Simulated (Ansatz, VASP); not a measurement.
# Ti in VASP and in Ansatz

The input INCAR:

```
ALGO = Normal
EDIFF = 1E-6
ENCUT = 520
ISIF = 2
ISMEAR = -1
LASPH = True
LCHARG = False
LREAL = False
LWAVE = False
NBANDS = 19
NELM = 100
PREC = Accurate
SIGMA = 0.1
```

Contents of KPOINTS:

```
k-points
0
Gamma
  6 6 4
```

File POSCAR:

```
Ti
1.0
    2.8638698861      0.0000000000      0.0000000000
   -1.4319349430      2.4801840745      0.0000000000
    0.0000000000      0.0000000000      4.5399943151
Ti
2
Direct
    0.3333333333      0.6666666667      0.2500000000
    0.6666666667      0.3333333333      0.7500000000
```

Input for Ansatz:

```yaml
crystal:
  lattice:
    - [2.8638698861, 0.0, 0.0]
    - [-1.431934943, 2.4801840745, 0.0]
    - [0.0, 0.0, 4.5399943151]
  atoms:
    - { symbol: Ti, position: [0.3333333333, 0.6666666667, 0.25] }
    - { symbol: Ti, position: [0.6666666667, 0.3333333333, 0.75] }
hamiltonian:
  xc: lda
  pseudopotentials:
    kind: paw
    azcp:
      Ti: "pseudopotentials/Ti.paw.azcp"
basis:
  ecutwfc: 420
  fft_grid_basis: typed
kpoints:
  mp_grid: { grid: [6, 6, 4], shift: [0, 0, 0] }
magnetization:
  spin_polarized: false
scf:
  occupations: { method: fermi_dirac, width: 0.1 }
  lower_state_search: "off"
output:
  stress: true
```

Alike in both runs: task single point; functional LDA; k mesh 6 × 6 × 4; occupations fermi-dirac, width 0.1 eV; no spin polarisation.

|  | VASP | Ansatz |
| --- | --- | --- |
| version | VASP 6.6.1 | Ansatz 0.2.0 |
| potentials or method | VASP PAW LDA potentials, release 64 (Ti_sv) | plane waves (420 eV) with PAW, scalar-relativistic |
| plane-wave cutoff (eV) | 520 | 420 |
| valence electrons in the cell | 24 | 24 |

Ansatz gave:

- pressure (GPa): -0.1
- largest component of the traceless stress (GPa): 0.63

**Question.** What did VASP give for the same quantities?

**Answer.** Pressure (GPa): -0.2; largest component of the traceless stress (GPa): 0.64.

Ansatz warned: «pseudo_functional_mismatch».

Caveats: the k mesh is coarse (spacing up to 0.42 Å⁻¹), so the values aren't converged.
